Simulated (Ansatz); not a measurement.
Runs of Ansatz 0.2.0 on BAs. Symmetry: F-43m, No. 216, cubic system. Conventional cell: a = 4.777 Å, b = 4.777 Å, c = 4.777 Å, α = 90.00°, β = 90.00°, γ = 90.00°. As (site symmetry -43m) has 4 B at 2.07 Å as nearest neighbours. Around B (site symmetry -43m) lie 4 As at 2.07 Å. 

```tsv
task	level	potentials or basis	spin	cell	k mesh	cutoff (eV)	smearing	driver	temperature	md	timestep	steps	other keys	mesh quality	gap on the mesh (eV)	pressure (GPa)	moment (μB)
single point	BLYP	Ansatz PAW polarizable	collinear, ferromagnetic start	volume scaled by 1.08	10 × 10 × 10	420	gaussian 0.02 eV	calculator	-	-	-	-	-	not flagged	1.47	-2.0	0.00
single point	BLYP	Ansatz PAW polarizable	collinear, ferromagnetic start	volume scaled by 1.08	10 × 10 × 10	420	gaussian 0.02 eV	-	-	-	-	-	-	not flagged	1.47	-2.0	0.00
single point	CAM-B3LYP	Ansatz PAW	off	as given	6 × 6 × 6	420	fermi-dirac 0.15 eV	chain	-	-	-	-	-	not flagged	(b)	0.0	-
projected density of states	PBE	PseudoDojo standard	collinear, ferromagnetic start	as given	12 × 12 × 12	1143	cold 0.025 eV	chain	-	-	-	-	kpoints.mp_grid.grid = 12 × 12 × 12	not flagged	1.20	2.8	0.00
single point	wPBEh	Ansatz PAW	SOC, no magnetisation	as given	6 × 6 × 6	420	fixed	calculator	-	-	-	-	-	not flagged	(a)	0.4	-
Wannier functions	LDA	Ansatz PAW	collinear, ferromagnetic start	as given	10 × 10 × 10	420	tetrahedron	chain	-	-	-	-	-	not flagged	1.13	-	0.00
```

Problem. Fill in the values left out.

Solution. (a) 1.90; (b) 4.72.

Caveats: the starting moments weren't kept (some runs); the potentials were made for another functional, which shifts forces and pressure (some runs); the thresholds are loose for stress (some runs); the PAW data sets come from PBE, with cores solved anew for the run's functional, which leaves a small shift of forces and pressure (some runs).

A k mesh can miss the band edges, and rows without SOC leave out spin-orbit coupling on As.
